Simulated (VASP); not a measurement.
The system is MnO.

```
Mn O
1.0
     0.00000    2.22200    2.22200
     2.22200    0.00000    2.22200
     2.22200    2.22200    0.00000
Mn O
1 1
Direct
  0.00000 0.00000 0.00000
  0.50000 0.50000 0.50000
```

Base run:

| Quantity | Value |
| --- | --- |
| Program | VASP 6.6.1 |
| Functional | r2SCAN |
| Potentials or basis | VASP PAW PBE potentials, release 64 (Mn_pv, O) |
| Cutoff | 520 eV |
| k mesh | 7 × 7 × 7 |
| Occupations | fermi-dirac, width 0.05 eV |
| Spin | collinear spin, ferromagnetic start |
| Starting moments | [4.0, 0.0] μB |
| Hubbard terms | Mn d U = 6 eV |

Its results: band gap on the k mesh 1.33 eV, indirect (least direct gap 3.24 eV); pressure 4.8 GPa; net moment 5.00 μB per cell; site moments Mn +4.71; O +0.12 μB.

**Question.** The run is repeated on the same cell with these changes: hubbard terms from Mn d U = 6 eV to Mn d U = 8 eV. What comes out?

**Answer.** Band gap on the k mesh 1.65 eV, indirect (least direct gap 3.27 eV); pressure 5.7 GPa; net moment 5.00 μB per cell; site moments Mn +4.75; O +0.09 μB.

Caveats: the PAW data sets were made with another functional, which shifts forces and pressure a little; an odd mesh through Γ misses points on the zone boundary, where band edges often lie; a cell with one magnetic atom can't hold antiferromagnetic order, which such compounds often take.

Not every run made on this cell is shown here.
